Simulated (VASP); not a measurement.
Here is a VASP 6.6.1 calculation.

Contents of INCAR:

```
  PREC = Accurate
  ENCUT = 520
  EDIFF = 1E-7
  ISMEAR = -1
  SIGMA = 0.1
  LREAL = False
  LASPH = True
  NELM = 100
  ALGO = Normal
  ISIF = 2
  LWAVE = False
  LCHARG = False
  GGA = B5
  ALDAX = 1.0
  AGGAX = 1.0
  AGGAC = 1.0
  ALDAC = 0.0
  NBANDS = 11
```

File KPOINTS:

```
Automatic mesh
0
Gamma
  11 11 11
```

Contents of POSCAR:

```
Sr
1.0
   -2.3378994601      2.3378994601      2.3378994601
    2.3378994601     -2.3378994601      2.3378994601
    2.3378994601      2.3378994601     -2.3378994601
Sr
1
Direct
    0.0000000000      0.0000000000      0.0000000000
```

Potentials or basis: VASP PAW PBE potentials, release 64 (Sr_sv).

Run with:

```console
$ cat potpaw_PBE.64/Sr_sv/POTCAR > POTCAR
$ mpirun -np 1 vasp_std > vasp.out
```

What does it give for the band gap on the k mesh?

None (metal or under the smearing width).

What does it give for the pressure?

1.0 GPa.

Caveat: the PAW data sets were made with another functional, which shifts forces and pressure a little.
